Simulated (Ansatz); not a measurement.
This is a single-point calculation with Ansatz on YN in the rocksalt structure; the level of theory is PBE. The cell was relaxed with r2SCAN and then strained (xy shear, engineering strain (angle) -4.32 %), with the atoms relaxed again with r2SCAN; k points keep the names of the unstrained zone.

```yaml
crystal:
  lattice:
    - [-0.0528778399, 2.4480481452, 2.4480481452]
    - [2.4480481452, -0.0528778399, 2.4480481452]
    - [2.3951703053, 2.3951703053, 0.0]
  atoms:
    - { symbol: "Y", position: [0.0, 0.0, 0.0] }
    - { symbol: "N", position: [0.5, 0.5, 0.5] }
kpoints:
  mp_grid: { grid: [10, 10, 10] }
  band_path:
    path:
      - [0.0, 0.0, 0.0]
      - [0.5, 0.0, 0.5]
      - [0.625, 0.25, 0.625]
      - [0.375, 0.375, 0.75]
      - [0.5, 0.5, 0.5]
      - [0.5, 0.25, 0.75]
    npoints: 1
hamiltonian:
  xc: pbe
scf:
  occupations: { method: fermi_dirac, width: 0.02 }
  n_extra_bands: 4
output:
  forces: true
  stress: true
  eigenvalues: true
```

Some lines of the output have been replaced by numbered gaps.
```
Functional definition: PBE
Crystal: 2 atoms, lattice volume = 29.328 Å³
Basis set: ecut = 420 eV, 565 PW (Γ)
Bands: 12, of which v1, the nominal top of the filled ones, is band 8 counted from 1 (7 counted from 0)
Symmetry: 8 space group operations
Space group: Immm (ITA 71)
k-points: 171 of 1000
SCF 1 converged in 6 iterations: F = -4236.058587 eV  dr2 = 1.80e-11
SCF converged after 6 iterations
Free energy (F): -4236.058587 eV
Internal energy: -4236.058544 eV  (E = F + TS)
E sigma→0 (E₀):  -4236.058565 eV
Entropy (-TS):   -0.000043 eV (-0.021 meV/atom)
[1]
--- Stress (GPa, compression-positive) ---
[2]
--- Band table (eV; the first three rows and the last of 171) ---
[3]
```

The rows of the band table are 0: (0, 0, 0) = Γ, 1: (0, 0, 0.100), 2: (0, 0, 0.200), 170: (-1/2, -1/2, 0) = X.

Q: Give the withheld lines. They hold the Fermi energy and the band table, the stress.

A:
```
[1]
Fermi energy:    12.052989 eV
[2]
        1.095393       5.384850       0.000000
        5.384850       1.095393       0.000000
        0.000000       0.000000       0.807487
  P = ⅓ Tr σ = 0.9994 GPa (9.994 kbar)
[3]
  k-point 0: bands = […, -8.5620, -8.5483, -0.9616, 11.8338, 11.9151, 12.0196, 14.7882, 14.9564, 15.3298, 16.1215]
  k-point 1: bands = […, -8.5787, -8.5682, -0.7899, 11.3638, 11.4742, 11.6180, 15.0441, 15.1021, 15.4355, 16.7203]
  k-point 2: bands = […, -8.5981, -8.5959, -0.3531, 10.1600, 10.7503, 10.9276, 15.3397, 15.7206, 16.0269, 17.9418]
  k-point 170: bands = […, -8.9141, -8.8470, -0.5477, 10.4098, 11.4125, 11.6533, 12.1075, 18.7602, 19.1049, 19.7726]
```
The trailing digits, and the zero of the energies, depend on the potentials and thresholds.

Run as `ansatz run input.yaml --threads 4 --pin off --max-ram 3686MiB --backend cpu --events-out ev --progress --plain --runs-dir out`.

Calculated for a static, non-magnetic cell.
